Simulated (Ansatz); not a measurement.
# LiBr: a Li atom hops into a vacancy

Aim: the barrier for Li12 to jump 3.83 Å into the empty Li site beside it, in a 2×2×2 supercell of LiBr with one Li atom removed. The band relaxes its own ends first.

The COD entry's cell or inner coordinates are ideal or old and differ from later refinements, so a difference from it is no clean test against experiment.

All numbers below are computed with Ansatz 0.2.0 (DFT PBE, plane waves, PAW, scalar-relativistic, no spin polarisation).

### 1 Starting point

The cell holds 15 atoms (Br8Li7): a = 7.688 Å, b = 7.688 Å, c = 7.688 Å, α = 60.00°, β = 60.00°, γ = 60.00°.

The empty site lies at (0.03, 2.72, 8.16) Å, and Li12 starts at (2.70, 2.66, 5.41) Å. All atoms were shaken by about 0.02 Å to break the symmetry.

As a file:

```xyz
15
Lattice="0.0000 5.4360 5.4360 5.4360 0.0000 5.4360 5.4360 5.4360 0.0000" Properties=species:S:1:pos:R:3 pbc="T T T"
Li    0.0109    0.0183    0.0157
Br    2.7406    2.6872    2.7351
Li    2.7257    2.7432   -0.0244
Br    5.4123    5.4290    2.6905
Li    2.6979    0.0219    2.7258
Br    5.4251    2.7324    5.4706
Br    8.1192    5.4337    5.4465
Li   -0.0259    2.7161    2.7068
Br    2.7399    5.4579    5.4231
Li    2.7285    5.4241    2.7276
Br    5.4385    8.1706    5.4269
Li    2.6957    2.6586    5.4102
Br    5.4265    5.4624    8.1827
Li    5.4394    5.4107    5.4470
Br    8.1799    8.1783    8.1509
```

### 2 Relaxing the ends and the band

crystal.atoms is the first end and neb.final_atoms the second, which differs in Li12 alone.

File input.yaml:

```yaml
crystal:
  lattice:
    - [0.0, 5.43596, 5.43596]
    - [5.43596, 0.0, 5.43596]
    - [5.43596, 5.43596, 0.0]
  atoms:
    - { symbol: Li, position: [0.00212354, 0.00075863, 0.00124326] }
    - { symbol: Br, position: [0.24666482, 0.25648307, 0.24766963] }
    - { symbol: Li, position: [-0.0006395, -0.00384557, 0.50527041] }
    - { symbol: Br, position: [0.24900779, 0.24593753, 0.74971812] }
    - { symbol: Li, position: [0.00457386, 0.49686036, -0.00055183] }
    - { symbol: Br, position: [0.25551126, 0.75085879, 0.24714232] }
    - { symbol: Br, position: [0.25395318, 0.74797733, 0.74563946] }
    - { symbol: Li, position: [0.50118164, -0.00323972, -0.00152905] }
    - { symbol: Br, position: [0.74881703, 0.24881518, 0.25521028] }
    - { symbol: Li, position: [0.49882458, 0.00295009, 0.49898873] }
    - { symbol: Br, position: [0.75046813, 0.24787369, 0.75260207] }
    - { symbol: Li, position: [0.49421387, 0.5010424, -0.00513431] }
    - { symbol: Br, position: [0.75594249, 0.74934315, 0.24891258] }
    - { symbol: Li, position: [0.49836911, 0.50366357, 0.49697802] }
    - { symbol: Br, position: [0.7495737, 0.74985985, 0.75491257] }
kpoints:
  mp_grid: { grid: [2, 2, 2] }
magnetization:
  spin_polarized: false
scf:
  occupations: { method: fermi_dirac, width: 0.05 }
hamiltonian:
  pseudopotentials: { kind: paw }
  xc: pbe
basis:
  ecutwfc: 420
neb:
  images: 5
  relax_end_points: true
  climbing: true
  f_tol: 0.05
  max_iterations: 40
  order_check: false
  final_atoms:
    - { symbol: Li, position: [0.00212354, 0.00075863, 0.00124326] }
    - { symbol: Br, position: [0.24666482, 0.25648307, 0.24766963] }
    - { symbol: Li, position: [-0.0006395, -0.00384557, 0.50527041] }
    - { symbol: Br, position: [0.24900779, 0.24593753, 0.74971812] }
    - { symbol: Li, position: [0.00457386, 0.49686036, -0.00055183] }
    - { symbol: Br, position: [0.25551126, 0.75085879, 0.24714232] }
    - { symbol: Br, position: [0.25395318, 0.74797733, 0.74563946] }
    - { symbol: Li, position: [0.50118164, -0.00323972, -0.00152905] }
    - { symbol: Br, position: [0.74881703, 0.24881518, 0.25521028] }
    - { symbol: Li, position: [0.49882458, 0.00295009, 0.49898873] }
    - { symbol: Br, position: [0.75046813, 0.24787369, 0.75260207] }
    - { symbol: Li, position: [0.99844072, 0.50298645, -0.49804374] }
    - { symbol: Br, position: [0.75594249, 0.74934315, 0.24891258] }
    - { symbol: Li, position: [0.49836911, 0.50366357, 0.49697802] }
    - { symbol: Br, position: [0.7495737, 0.74985985, 0.75491257] }
```

Launch:

```bash
$ ansatz run input.yaml --threads 4 --pin off --max-ram 8192MiB --backend cpu --events-out ev --progress --plain --runs-dir out
```

What does the calculation give? Wanted: relaxation of the ends; barrier forwards; barrier backwards; second end relative to first; highest image.

The runs gave:

| quantity | value |
| --- | --- |
| relaxation of the ends | 0.018 eV lower, moves up to 0.06 Å; 0.018 eV lower, moves up to 0.06 Å |
| barrier forwards | 0.581 eV |
| barrier backwards | 0.581 eV |
| second end relative to first | 0.000 eV |
| highest image | 3 of 0 to 6, climbing |
| band iterations | 7 |

What this shows: Along this path the system climbs 0.58 eV from the first end (22 kT at 300 K), which at an assumed attempt frequency of 10^13 s⁻¹ means a rate near 10^3 s⁻¹. The ends differ by 1 meV at most. The input switches the test of curvatures off, so the top was not shown to be a first-order saddle. In 15 atoms the vacancy feels its images, and neither cell size nor mesh was tested. The k-mesh is coarse for this cell.
